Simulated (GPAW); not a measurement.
## InP: equation of state with PBE+D3

**The experiment to reproduce.**

From a printed reference work, data compilation, for a bulk crystal of InP: bulk modulus 71 GPa.

InP:

```xyz
2
Lattice="0.0000 2.9305 2.9305 2.9305 0.0000 2.9305 2.9305 2.9305 0.0000" Properties=species:S:1:pos:R:3 pbc="T T T"
In    0.0000    0.0000    0.0000
P     1.4652    1.4652    1.4652
```

* Program: GPAW 26.7.0
* Task: equation of state
* Functional: PBE
* Dispersion: D3
* Potentials or basis: GPAW PAW data sets (gpaw-data 1.2.1)
* Cutoff: 600 eV
* Basis: pw
* k mesh: 6 × 6 × 6
* Occupations: fermi-dirac, width 0.05 eV
* Spin: no spin polarisation

```yaml
Equilibrium_volume: 25.82 Å³/atom
Bulk_modulus: 63 GPa
Pressure_derivative_of_the_bulk_modulus: 4.7
```

Energy against volume, from the lowest point:
```csv
volume (Å³/atom),energy (meV/atom)
23.657,41.81
24.160,23.58
24.663,10.90
25.167,3.21
25.670,0.00
26.173,0.77
26.677,5.10
```

Run time: 67 s on 1 thread of Arm Neoverse V1 (shared host), peak memory 0.22 GiB.

Measured bulk modulus of InP: 71 GPa (a printed reference work, data compilation). This calculation gives 63 GPa (-11.2 %). The fit is for a static lattice scaled at fixed shape and fixed fractional positions.
